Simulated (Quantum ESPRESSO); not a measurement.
## CuAu3 under changes of volume

One of the cells (15.761 Å³/atom); the others are scaled copies at fixed shape and fractional positions:

```xyz
4
Lattice="3.9800 0.0000 0.0000 0.0000 3.9800 0.0000 0.0000 0.0000 3.9800" Properties=species:S:1:pos:R:3 pbc="T T T"
Au    1.9900    1.9900    0.0000
Au    1.9900    0.0000    1.9900
Au    0.0000    1.9900    1.9900
Cu    0.0000    0.0000    0.0000
```

- Program: Quantum ESPRESSO 7.5
- Functional: r2SCAN
- Potentials or basis: SG15 PBE 1.2
- Cutoff: 1197 eV
- Density cutoff: 4789 eV
- k mesh: 3 × 3 × 3
- Occupations: fermi-dirac, width 0.05 eV
- Spin: no spin polarisation

```csv
volume (Å³/atom),energy over the lowest point (meV/atom),pressure (GPa)
14.816,95.08,20.9
15.131,59.02,15.7
15.446,32.56,11.1
15.761,14.55,7.1
16.076,?,?
16.392,0.00,0.5
16.707,1.75,-2.3
```

Task: What does the run at 16.076 Å³/atom give?

Result: Energy over the lowest point 4.01 meV/atom; pressure 3.6 GPa.

Worked out: A Birch-Murnaghan fit of order 3 (a polynomial in V^(-2/3)) to the other rows has its minimum at 16.45 Å³/atom with B0 = V·E''(V) = 149 GPa and B' = 5.7. It gives 4.00 meV/atom at 16.076 Å³/atom, against the run's 4.01, and -dE/dV = 3.6 GPa, against 3.6.

Energies are extrapolated to zero smearing.

Caveats: all runs use coarse meshes; the potentials were made for another functional, which shifts forces and pressure.
